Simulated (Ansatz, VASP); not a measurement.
**Two plane-wave programs on MgO**

```xyz
8
Lattice="3.3352 0.0000 0.0000 -1.6676 2.8884 0.0000 0.0000 0.0000 9.6728" Properties=species:S:1:pos:R:3 pbc="T T T"
Mg    0.0000    1.9256    9.3777
Mg    0.0000    0.0000    2.1360
Mg    0.0000    0.0000    6.9724
Mg    1.6676    0.9628    4.5413
O     0.0000    1.9256    7.5452
O     0.0000    0.0000    5.1231
O     0.0000    0.0000    0.2867
O     1.6676    0.9628    2.7088
```

Alike in both runs: task single point; functional PBE; k mesh 9 × 9 × 2; occupations gaussian, width 0.05 eV; no spin polarisation.

|  | VASP | Ansatz |
| --- | --- | --- |
| version | VASP 6.6.1 | Ansatz 0.2.0 |
| potentials or method | VASP PAW PBE potentials, release 64 (Mg, O) | scalar-relativistic, plane waves, PAW |
| plane-wave cutoff (eV) | 520 | 520 |
| valence electrons in the cell | 32 | 64 |

Ansatz gave:

| Quantity | Value |
| --- | --- |
| gap on the k mesh at the Fermi level (eV) | 3.50 |
| least direct gap on the mesh (eV) | 3.50 |
| pressure (GPa) | 7.9 |
| largest component of the traceless stress (GPa) | 18.18 |
| rms of the force components (eV/Å) | 0.849 |

Q: What did VASP give for the same quantities?

A: gap on the k mesh at the Fermi level (eV): 3.48; least direct gap on the mesh (eV): 3.48; pressure (GPa): 7.5; largest component of the traceless stress (GPa): 18.49; rms of the force components (eV/Å): 0.862.

Atom by atom the forces differ by 0.013 eV/Å (rms over components). With one functional, cell and mesh, what is left measures potentials, basis and numerics. The two sets of potentials don't hold the same shells in valence.

Caveats: forces of over 1 eV/Å show positions far from the minimum, so gaps and moduli don't describe the material at rest. As with any semilocal functional, this PBE gap is likely too small.
